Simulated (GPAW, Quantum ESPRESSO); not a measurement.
Consider NaF (Villiaumite, Fm-3m).

```cif
data_structure
_symmetry_space_group_name_H-M 'P 1'
_symmetry_Int_Tables_number 1
_cell_length_a 3.2810
_cell_length_b 3.2810
_cell_length_c 3.2810
_cell_angle_alpha 60.000
_cell_angle_beta 60.000
_cell_angle_gamma 60.000
_cell_volume 24.97
loop_
_atom_site_label
_atom_site_type_symbol
_atom_site_fract_x
_atom_site_fract_y
_atom_site_fract_z
_atom_site_occupancy
Na1 Na 0.00000 0.00000 0.00000 1
F2 F 0.50000 0.50000 0.50000 1
```

Absorber: atom 2, with 6 Na at 2.32 Å (octahedral, site symmetry m-3m). Method: Quantum ESPRESSO XSpectra, PBE, full core hole (charged cell), 12-atom cell with 5.7 Å between holes, 4×5×5 k points, dipole transitions, Lorentzian half width 0.3 eV up to 4 eV, rising linearly to 2.5 eV at 25 eV (counted from xe0, 2.7 eV below the zero used here).

Where do the maxima of the F K edge fall?

Main maxima up to 24 eV above the zero (height): 5.1 eV (2.05), 12.8 eV (1.16) and 20.8 eV (1.05). A K edge sees empty p states on the absorber. The total-energy difference plus the lowest empty eigenvalue puts the zero at 694.65 eV. One term is added: -9.97 eV, since the hole is spin-paired here and a spin-polarised one costs that much less in the free atom (computed apart). The photon energy is then 684.68 eV. The functional and the charged cell's background leave an error of a few eV in such absolute values.

The F K spectrum (energy from the lowest empty level; intensity scaled to a mean of 1 over the first 20 eV; the points at xe0, where the cut of filled states can leave a spike, are interpolated):

| E (eV) | intensity |
| --- | --- |
| -2.0 | 0.03 |
| -1.5 | 0.03 |
| -1.0 | 0.04 |
| -0.5 | 0.05 |
| 0.0 | 0.07 |
| 0.5 | 0.10 |
| 1.0 | 0.17 |
| 1.5 | 0.25 |
| 2.0 | 0.37 |
| 2.5 | 0.64 |
| 3.0 | 1.04 |
| 3.5 | 1.41 |
| 4.0 | 1.72 |
| 4.5 | 1.93 |
| 5.0 | 2.04 |
| 5.5 | 2.00 |
| 6.0 | 1.82 |
| 6.5 | 1.66 |
| 7.0 | 1.40 |
| 7.5 | 1.12 |
| 8.0 | 0.93 |
| 8.5 | 0.81 |
| 9.0 | 0.74 |
| 9.5 | 0.72 |
| 10.0 | 0.74 |
| 10.5 | 0.80 |
| 11.0 | 0.89 |
| 11.5 | 0.99 |
| 12.0 | 1.09 |
| 12.5 | 1.15 |
| 13.0 | 1.15 |
| 13.5 | 1.09 |
| 14.0 | 1.01 |
| 14.5 | 0.93 |
| 15.0 | 0.88 |
| 15.5 | 0.84 |
| 16.0 | 0.83 |
| 16.5 | 0.83 |
| 17.0 | 0.84 |
| 17.5 | 0.85 |
| 18.0 | 0.87 |
| 18.5 | 0.90 |
| 19.0 | 0.94 |
| 19.5 | 0.99 |
| 20.0 | 1.02 |
| 20.5 | 1.05 |
| 21.0 | 1.05 |
| 21.5 | 1.03 |
| 22.0 | 1.00 |
| 22.5 | 0.95 |
| 23.0 | 0.89 |
| 23.5 | 0.83 |
| 24.0 | 0.78 |
| 24.5 | 0.74 |
| 25.0 | 0.71 |
| 25.5 | 0.69 |
| 26.0 | 0.68 |
| 26.5 | 0.67 |
| 27.0 | 0.66 |
| 27.5 | 0.64 |
| 28.0 | 0.62 |
| 28.5 | 0.59 |
| 29.0 | 0.57 |
| 29.5 | 0.55 |
| 30.0 | 0.54 |
| 30.5 | 0.54 |
| 31.0 | 0.54 |
| 31.5 | 0.54 |
| 32.0 | 0.55 |

The holes are only 5.7 Å apart, so the shape is probably not converged with cell size; no larger cell was run here. The structure is a published determination, not relaxed.

[Banner, clock and machine lines of the logs are left out without a mark of their own.]

[Logs are printed without paths, hosts, clocks, repeated set-up lines and the standing remarks that a program may print on its own settings, such as how far it seeks lower states.]

[Hosts, paths, dates, database ids (printed as entryN), source tags and the programs' standing remarks are cut or masked in the printed files.]

[Lists of maxima count a maximum above −3 eV only where it reaches 4 % of the highest in the window and stands out from its surroundings by 2 % of it (1.5 % where it reaches 55 %); shoulders and weaker maxima are passed over, and of the rest the first, up to two pre-edge ones and the few strongest are named.]
